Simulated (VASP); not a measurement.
# C (P6_3/mmc) in VASP: a series of runs, part 2 of 3

VASP 6.6.1. Earlier steps stand in the parts before.

## Step 3: Relaxation of cell and atoms, PBE+D3(BJ)

This run uses another cell than the first one, of 8.83 Å³/atom, 0.858 times its volume.

INCAR

```
  ALGO = Fast
  EDIFF = 1E-7
  EDIFFG = -0.002
  ENCUT = 900
  GGA = PE
  IBRION = 2
  ISIF = 3
  ISMEAR = 0
  IVDW = 12
  KPAR = 4
  LASPH = True
  LCHARG = False
  LREAL = False
  LWAVE = False
  NELM = 80
  NSW = 80
  PREC = Accurate
  SIGMA = 0.02
```

KPOINTS

```
k-points
0
Gamma
  15 15 4
```

POSCAR

```
C                                       
1.0
    2.4644236686     -0.0000000000     -0.0000000000
   -1.2322118343      2.1342535030      0.0000000000
    0.0000000000     -0.0000000000      6.7134738346
  C             
     4
Direct
     0.0000000000000000    0.0000000000000000    0.2500000000000000
     0.0000000000000000    0.0000000000000000    0.7500000000000000
     0.3333333300000021    0.6666666699999979    0.2500000000000000
     0.6666666699999979    0.3333333300000021    0.7500000000000000
```

Potentials or basis: VASP PAW PBE potentials, release 64 (C_h).

Run with:

```sh
$ cat potpaw_PBE.64/C_h/POTCAR > POTCAR
$ mpirun -np 4 vasp_std > vasp.out
```

OUTCAR:

```text
EDIFF = 1E-7
   EDIFFG = -0.002
   ENCUT = 900
   GGA = PE
   IBRION = 2
   ISIF = 3
   ISMEAR = 0
   IVDW = 12
   LASPH = True
   LREAL = False
   NELM = 80
   NSW = 80
   PREC = Accurate
 IVDW          = 12

 ion  position               nearest neighbor table
   1  0.000  0.000  0.250-   3 1.42   3 1.42   3 1.42
   2  0.000  0.000  0.750-   4 1.42   4 1.42   4 1.42
   3  0.333  0.667  0.250-   1 1.42   1 1.42   1 1.42
   4  0.667  0.333  0.750-   2 1.42   2 1.42   2 1.42

  LATTYP: Found a hexagonal cell.
 ALAT       =     2.4644236686
 C/A-ratio  =     2.7241557205

  Lattice vectors:

 A1 = (   2.4644236686,   0.0000000000,   0.0000000000)
 A2 = (  -1.2322118343,   2.1342535030,   0.0000000000)
 A3 = (   0.0000000000,   0.0000000000,   6.7134738346)

Analysis of symmetry for initial positions (statically):
=====================================================================
 Subroutine PRICEL returns:
 Original cell was already a primitive cell.

 Routine SETGRP: Setting up the symmetry group for a
 hexagonal supercell.

 Subroutine GETGRP returns: Found 24 space group operations
 (whereof 12 operations were pure point group operations)
 out of a pool of 24 trial point group operations.

The static configuration has the point symmetry D_3d.
 The point group associated with its full space group is D_6h.

Analysis of symmetry for dynamics (positions and initial velocities):
=====================================================================
 Subroutine PRICEL returns:
 Original cell was already a primitive cell.

 Routine SETGRP: Setting up the symmetry group for a
 hexagonal supercell.

 Subroutine GETGRP returns: Found 24 space group operations
 (whereof 12 operations were pure point group operations)
 out of a pool of 24 trial point group operations.

The dynamic configuration has the point symmetry D_3d.
 The point group associated with its full space group is D_6h.

 Subroutine INISYM returns: Found 24 space group operations
 (whereof 12 operations are pure point group operations),
 and found     1 'primitive' translations

----------------------------------------------------------------------------------------

                                     Primitive cell

  volume of cell :      35.3109

  direct lattice vectors                    reciprocal lattice vectors
     2.464423669  0.000000000  0.000000000     0.405774386  0.234273951  0.000000000
    -1.232211834  2.134253503  0.000000000     0.000000000  0.468547901  0.000000000
     0.000000000  0.000000000  6.713473835     0.000000000  0.000000000  0.148954181

  length of vectors
     2.464423669  2.464423669  6.713473835     0.468547902  0.468547901  0.148954181

  position of ions in fractional coordinates (direct lattice)
     0.000000000  0.000000000  0.250000000
     0.000000000  0.000000000  0.750000000
     0.333333330  0.666666670  0.250000000
     0.666666670  0.333333330  0.750000000

  ion indices of the primitive-cell ions
   primitive index   ion index
                 1           1
                 2           2
                 3           3
                 4           4

----------------------------------------------------------------------------------------

 KPOINTS: k-points

Automatic generation of k-mesh.
 Grid dimensions read from file:
 generate k-points for:   15   15    4

 Generating k-lattice:

  Cartesian coordinates                     Fractional coordinates (reciprocal lattice)
     0.027051626  0.015618263  0.000000000     0.066666667  0.000000000  0.000000000
[... 46 lines left out ...]
   ions per type =               4
   NGX,Y,Z   is equivalent  to a cutoff of  16.19, 16.19, 17.33 a.u.
   NGXF,Y,Z  is equivalent  to a cutoff of  32.38, 32.38, 34.67 a.u.
 SYSTEM =  unknown system
   PREC   = accura    normal or accurate (medium, high low for compatibility)
   ISTART =      0    job   : 0-new  1-cont  2-samecut
   ICHARG =      2    charge: 1-file 2-atom 10-const
   ISPIN  =      1    spin polarized calculation?
   LNONCOLLINEAR =      F non collinear calculations
   LSORBIT =      F    spin-orbit coupling
   LASPH  =      T    aspherical Exc in radial PAW
   ENCUT  =  900.0 eV  66.15 Ry    8.13 a.u.   6.03  6.03 16.42*2*pi/ulx,y,z
   NELM   =     80;   NELMIN=  2; NELMDL= -5     # of ELM steps
   EDIFF  = 0.1E-06   stopping-criterion for ELM
   LREAL  =      F    real-space projection
   EDIFFG = -.2E-02   stopping-criterion for IOM
   NSW    =     80    number of steps for IOM
   IBRION =      2    ionic relax: 0-MD 1-quasi-New 2-CG
   NFREE  =      1    steps in history (QN), initial steepest desc. (CG)
   ISIF   =      3    stress and relaxation
   ISYM   =      2    0-nonsym 1-usesym 2-fastsym
   POTIM  = 0.5000    time-step for ionic-motion
   TEBEG  =    0.0;   TEEND  =   0.0 temperature during run
   PSTRESS=    0.0 pullay stress
   NELECT =      16.0000    total number of electrons
   NUPDOWN=      -1.0000    fix difference up-down
   EMIN   =  10.00;   EMAX   =-10.00  energy-range for DOS
   EFERMI =   0.00;   METHOD = LEGACY
   ISMEAR =     0;   SIGMA  =   0.02  broadening in eV -4-tet -1-fermi 0-gaus
   EFERMI_NEDOS =   21; number of points for ismear=-14 and -15
   IALGO  =     68    algorithm
   IMIX   =      4    mixing-type and parameters
     AMIX     =   0.40;   BMIX     =  1.00
     AMIX_MAG =   1.60;   BMIX_MAG =  1.00
  volume/ion in A,a.u.               =       8.83        59.57
  Fermi-wavevector in a.u.,A,eV,Ry     =   1.257415  2.376170 21.512066  1.581092
  Thomas-Fermi vector in A             =   2.391075
   LORBIT       =      0    0 simple, 1 ext, 2 COOP (PROOUT), +10 PAW based schemes
   GGA     = PE    functional components
   LHFCALC =     F    Hartree Fock is set to
   AEXX    =    0.0000 exact exchange contribution
   IVDW    =    12    specifies the selected vdW correction
   LEPSILON=     F    determine dielectric tensor
   LRPA    =     F    only Hartree local field effects (RPA)
 conjugate gradient relaxation of ions
 non-spin polarized calculation
 RMM-DIIS sequential band-by-band and
 Gauss-broadening in eV      SIGMA  =   0.02
  energy-cutoff  :      900.00
  volume of cell :       35.31
 maximum number of plane-waves:      2202
   NGX = 13   NGY = 13   NGZ = 33

--------------------------------------- Ionic step        1  -------------------------------------------

 number of electron      16.0000001 magnetization

 Free energy of the ion-electron system (eV)
  ---------------------------------------------------
  ext. energy  EPLUGINS =         0.00000000
  ---------------------------------------------------
  free energy    TOTEN  =       -36.91241865 eV

  energy without entropy =      -36.91221845  energy(sigma->0) =      -36.91231855

------------------------ aborting loop because EDIFF is reached ----------------------------------------

 Edisp (eV)   -0.62501

 E8    (eV) :    -0.1771
[... 111 lines left out ...]
  FREE ENERGIE OF THE ION-ELECTRON SYSTEM (eV)
  ---------------------------------------------------
  free  energy   TOTEN  =       -37.5374461717 eV

  energy  without entropy=      -37.5372463106  energy(sigma->0) =      -37.53734624

[... ionic steps 4 to 7 ...]

--------------------------------------- Ionic step        8  -------------------------------------------

 number of electron      16.0000001 magnetization

------------------------ aborting loop because EDIFF is reached ----------------------------------------
[... 79 lines left out ...]
--------------------------------------- Ionic step       10  -------------------------------------------

 number of electron      16.0000001 magnetization

 Free energy of the ion-electron system (eV)
  ---------------------------------------------------
  ext. energy  EPLUGINS =         0.00000000
  ---------------------------------------------------
  free energy    TOTEN  =       -36.90836109 eV

  energy without entropy =      -36.90816542  energy(sigma->0) =      -36.90826325

 E-fermi :   5.5103     XC(G=0): -10.4415

 val. band max:        5.5085909955   @ k =   0.3333   0.3333   0.5000
 cond. band min:       5.5108926088   @ k =   0.3333   0.3333   0.2500
 fundamental gap:      0.0023016133
 Fermi energy:         5.5103258653

 k-point     1 :       0.0000    0.0000    0.0000
  band No.  band energies     occupation
      1     -14.1523      2.00000
      2     -13.8407      2.00000
      3      -3.0270      2.00000
      4      -1.0091      2.00000
      5       2.4883      2.00000
      6       2.4883      2.00000
      7       2.5076      2.00000
      8       2.5076      2.00000
      9       9.8383      0.00000
     10      13.8494      0.00000
     11      13.8510      0.00000
     12      13.9040      0.00000
[... 331 lines left out ...]
 k-point    24 :       0.4000    0.2000    0.0000
  band No.  band energies     occupation
      1      -8.2000      2.00000
      2      -8.0902      2.00000
      3      -7.1813      2.00000
      4      -7.1114      2.00000
      5      -3.3648      2.00000
      6      -3.2574      2.00000
      7       3.5956      2.00000
      8       4.2783      2.00000
      9       6.8812      0.00000
     10       7.0114      0.00000
     11      16.0362      0.00000
     12      16.7165      0.00000

 [... further k-points ...]

------------------------ aborting loop because EDIFF is reached ----------------------------------------

 Edisp (eV)   -0.62921

 E8    (eV) :    -0.1784
[... 27 lines left out ...]
  FREE ENERGIE OF THE ION-ELECTRON SYSTEM (eV)
  ---------------------------------------------------
  free  energy   TOTEN  =       -37.5375704083 eV

  energy  without entropy=      -37.5373747403  energy(sigma->0) =      -37.53747257

 reached required accuracy - stopping structural energy minimisation
```

Wall time 78 s (4 MPI ranks of Intel Xeon Platinum 8488C (Sapphire Rapids), shared host); peak memory 0.22 GiB.

What came out:

* Free energy: -37.5376 eV
* Relaxed volume: 8.78 Å³/atom
* Relaxed cell: a = 2.464 Å, b = 2.464 Å, c = 6.676 Å, α = 90.00°, β = 90.00°, γ = 120.00°
* Space group after relaxing (to 0.05 Å): P6_3/mmc (No. 194)
* Energy gained by relaxing: 0.0 meV/atom
* Ionic steps: 10
* Pressure after relaxing: 0.0 GPa
* Band gap on the k mesh: none (metal or under the smearing width)
* Dispersion energy per atom: -0.157 eV

The path:
```tsv
step	energy change (eV)	largest force (eV/Å)	pressure (GPa)	volume (Å³)
1	0.0000	0.0000	-0.15	35.31
2	0.0000	0.0000	0.12	35.27
3	0.0000	0.0000	0.06	35.28
4	0.0000	0.0000	0.05	35.27
5	-0.0001	0.0000	0.01	35.23
6	-0.0001	0.0000	-0.06	35.17
7	-0.0001	0.0000	-0.20	35.03
8	-0.0001	0.0000	-0.09	35.13
9	-0.0001	0.0000	0.14	35.08
10	-0.0001	0.0000	0.01	35.11
```

Final structure:
```
C
1.0
     2.46419    0.00000    0.00000
    -1.23210    2.13405    0.00000
     0.00000    0.00000    6.67601
C
4
Cartesian
  0.0000 0.0000 1.6690
  0.0000 0.0000 5.0070
  0.0000 1.4227 1.6690
  1.2321 0.7113 5.0070
```

Levels at points of the mesh, in eV from the Fermi level:
| k point | band 5 | band 6 | band 7 | band 8 | band 9 | band 10 | band 11 | band 12 |
| --- | --- | --- | --- | --- | --- | --- | --- | --- |
| (0.00, 0.00, 0.00) | -3.02 | -3.02 | -3.00 | -3.00 | 4.33 | 8.34 | 8.34 | 8.39 |
| (0.00, 0.00, 0.50) | -3.01 | -3.01 | -3.01 | -3.01 | 7.01 | 7.01 | 8.37 | 8.37 |

Caveat: the cutoff is under 1.25 times the usual one of these potentials, so pressure, stress and relaxed cells hold a basis-set (Pulay) error.

[end of part 2 of 3]
